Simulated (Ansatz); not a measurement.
# Ag (Fm-3m): search for the barrier of an atomic hop from a Python script

How high is the barrier for an atom's hop in Ag (Fm-3m)? The task is a search for the barrier of an atomic hop, for Ag (Fm-3m).

Computed with Ansatz 0.2.0 through its Python package. Level of theory: DFT PBEsol, plane waves, PAW.

### 1 The system

Symmetry: Fm-3m, No. 225, cubic system. The conventional cell has a = 4.085 Å, b = 4.085 Å, c = 4.085 Å, α = 90.00°, β = 90.00°, γ = 90.00°. Around Ag (site symmetry m-3m) lie 12 Ag at 2.89 Å.

The script holds or builds the structure itself.

### 2 Script

File neb.py:

```python
"""Migration path of a vacancy in Ag."""

import warnings

import ansatz
import numpy as np

K_SPACING = 0.68
SMEARING = "fermi_dirac"
WIDTH_EV = 0.1

warnings.simplefilter("ignore", ansatz.DeckWarning)

structure = (
    ansatz.Lattice.of([0.0, 2.04275, 2.04275], [2.04275, 0.0, 2.04275], [2.04275, 2.04275, 0.0])
    .atom("Ag", [0.0, 0.0, 0.0])
)
start = structure.supercell(2, 2, 2).vacancy("Ag", at=[0.0, 0.0, 0.0]).resolved()
empty = np.array([0.0, 0.0, 0.0])
# the nearest atom of the same element hops into the empty site
cell = np.array(start.lattice.vectors)
apart = np.array([site.position for site in start.sites]) - empty
apart -= np.round(apart)
distance = [np.linalg.norm(d @ cell) if site.symbol == "Ag" else np.inf for d, site in zip(apart, start.sites)]
hopper = int(np.argmin(distance))
end = start.move(hopper, to=np.array(start.sites[hopper].position) - apart[hopper])
print(f"atom {hopper} (Ag) hops {distance[hopper]:.3f} A")

setup = (
    start.calculation()
    .functional(ansatz.Functional.PBESOL)
    .kpoints(spacing=K_SPACING)
    .occupations(SMEARING, width=WIDTH_EV)
    .neb(to=end, images=3, force_tolerance=0.1, max_iterations=30, relax_end_points=True, climbing="immediate")
)
steps = []


def collect(event):
    if event["event"] == "neb_iteration":
        steps.append(event["data"])


outcome = setup.session().plan().execute(on_event=collect)
report = outcome.report
print(len(steps), "rounds; largest force on the band at the end", round(steps[-1]["band_force_max_ev_ang"], 4), "eV/A")
band = outcome.neb_path()
energy = np.array([image.lagrangian_ev for image in band.images])

print("image  path (A)  dE (eV)")
for number, image in enumerate(band.images):
    mark = "  <- climbing" if number == band.climbing_image else ""
    print(f"{number:4d} {image.path_coordinate_ang:9.3f} {image.lagrangian_ev - energy[0]:9.4f}{mark}")
print(f"barrier forwards {energy.max() - energy[0]:.3f} eV, backwards {energy.max() - energy[-1]:.3f} eV")
# a rate with a guessed attempt frequency of 10 THz
for kelvin in (300, 600, 900):
    print(f"{kelvin} K: {1e13 * np.exp(-(energy.max() - energy[0]) / (8.617333e-5 * kelvin)):.2e} hops a second")
```

### 3 The input behind the calls

The engine receives this input:

```yaml
crystal:
  lattice:
    - [0.0, 4.0855, 4.0855]
    - [4.0855, 0.0, 4.0855]
    - [4.0855, 4.0855, 0.0]
  atoms:
    - { symbol: Ag, position: [0.0, 0.0, 0.5] }
    - { symbol: Ag, position: [0.0, 0.5, 0.0] }
    - { symbol: Ag, position: [0.0, 0.5, 0.5] }
    - { symbol: Ag, position: [0.5, 0.0, 0.0] }
    - { symbol: Ag, position: [0.5, 0.0, 0.5] }
    - { symbol: Ag, position: [0.5, 0.5, 0.0] }
    - { symbol: Ag, position: [0.5, 0.5, 0.5] }
kpoints:
  mp_grid:
    kspacing: 0.68
hamiltonian:
  xc: pbesol
scf:
  occupations:
    method: fermi_dirac
    width: 0.1
neb:
  images: 3
  climbing: immediate
  relax_end_points: true
  f_tol: 0.1
  max_iterations: 30
  final_atoms:
    - { symbol: Ag, position: [0.0, 0.0, 0.0] }
    - { symbol: Ag, position: [0.0, 0.5, 0.0] }
    - { symbol: Ag, position: [0.0, 0.5, 0.5] }
    - { symbol: Ag, position: [0.5, 0.0, 0.0] }
    - { symbol: Ag, position: [0.5, 0.0, 0.5] }
    - { symbol: Ag, position: [0.5, 0.5, 0.0] }
    - { symbol: Ag, position: [0.5, 0.5, 0.5] }
```

### 4 Launch

Command:

```
> python neb.py
```

What it wrote:

```text
atom 0 (Ag) hops 2.889 A
12 rounds; largest force on the band at the end 0.0338 eV/A
image  path (A)  dE (eV)
   0     0.000    0.0000
   1     0.869    0.1681
   2     1.737    0.2734  <- climbing
   3     2.629    0.1653
   4     3.521    0.0000
barrier forwards 0.273 eV, backwards 0.273 eV
300 K: 2.56e+08 hops a second
600 K: 5.06e+10 hops a second
900 K: 2.95e+11 hops a second
```

Run time: 5.8 min. Hardware: 1 thread of Arm Neoverse V1, shared host; peak memory 0.64 GiB.

### 5 What the script built

The run starts from these 7 atoms:

```xyz
7
Lattice="0.000 4.085 4.085 4.085 0.000 4.085 4.085 4.085 0.000" Properties=species:S:1:pos:R:3 pbc="T T T"
Ag    2.043    2.043    0.000
Ag    2.043    0.000    2.043
Ag    4.085    2.043    2.043
Ag    0.000    2.043    2.043
Ag    2.043    4.085    2.043
Ag    2.043    2.043    4.085
Ag    4.085    4.085    4.085
```

### 6 Size and end state of the run

The report of the run holds:

| item | value |
| --- | --- |
| SCF cycles in all | 667 |
| k-points solved | 8 |
| plane waves | 2685 |
| bands | 80 |
| valence electrons | 133 |
| free energy (eV) | -52653.20425 |
| Fermi level (eV) | 14.632 |

### 7 The path

| image | path of all atoms (Å) | energy from image 0 (eV) | atom 1: x y z (Å) |
| --- | --- | --- | --- |
| 0 | 0.000 | 0.0000 | 2.043 2.043 0.000 |
| 1 | 0.869 | 0.1681 | 1.722 1.505 0.000 |
| 2 | 1.737 | 0.2733 | 1.223 0.825 0.000 |
| 3 | 2.629 | 0.1653 | 0.532 0.304 0.000 |
| 4 | 3.521 | 0.0000 | 0.000 0.000 0.000 |

### 8 Outcome

| quantity | value |
| --- | --- |
| free energy | -52653.2042 eV (-7521.8863 eV/atom) |
| barrier forwards | 0.273 eV |
| barrier backwards | 0.273 eV |
| end to end | 0.000 eV |
| band iterations | 12 |

What this shows: The highest image, number 2, lies 0.273 eV above the start, about 11 times kT at 300 K. A cell this small lets the moving atom feel its images. For a metal this mesh is coarse. Gaps and levels are Kohn-Sham values on a finite set of k-points, without spin-orbit coupling. The cell is small and the mesh coarse, so the barrier is a rough value for a high concentration of the moving defect.
